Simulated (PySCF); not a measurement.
# C6H5O (Phenolate): the cost of one run

Computed with PySCF 2.14.0, with density-fitted response routines of our own, on a single molecule in the gas phase. Atoms are numbered from 0 throughout.

## Step 1: Starting geometry

12 atoms, charge -1, multiplicity 1; geometry from: GFN2-xTB. The atoms were then displaced at random by about 0.01 Å, so the start is not that level's minimum.

Bonds of the start (Å): O0–C1 1.26, C1–C2 1.44, C2–C3 1.41, C3–C4 1.36, C4–C5 1.38, C5–C6 1.37, C6–C1 1.45, C2–H7 1.05, C3–H8 1.10, C4–H9 1.09, C5–H10 1.09, C6–H11 1.08.

## Step 2: Optimising the geometry at PBE0-D3(BJ)/def2-TZVP

The job: settings as JSON, then the geometry in Å.

```
{"job": {"xc": "PBE0", "basis": "def2-TZVP", "d3": "d3bj", "grid": 2, "shake": 0.01, "kind": "geom"}, "charge": -1, "multiplicity": 1}
O     -1.814150    -2.007620     0.073790
C     -0.983780    -1.061390     0.034070
C     -1.352180     0.328710     0.016440
C     -0.359710     1.333310    -0.015820
C      0.963870     1.037720    -0.051040
C      1.353110    -0.284640    -0.033110
C      0.442190    -1.305100     0.005770
H     -2.373010     0.585940     0.043010
H     -0.716850     2.377470     0.000090
H      1.701230     1.838000    -0.058600
H      2.410600    -0.533920    -0.043540
H      0.768360    -2.336750     0.019900
```

On the command line:

```console
OMP_NUM_THREADS=2 python probes_run.py task.json out
```

The driver reads the jobs from task.json and runs them one after another.

**Question.** How long does this first job take on 2 threads of Intel Xeon at 2.50GHz, shared host, and how much memory does it need?

About 12 min, with a peak of 1.3 GiB.
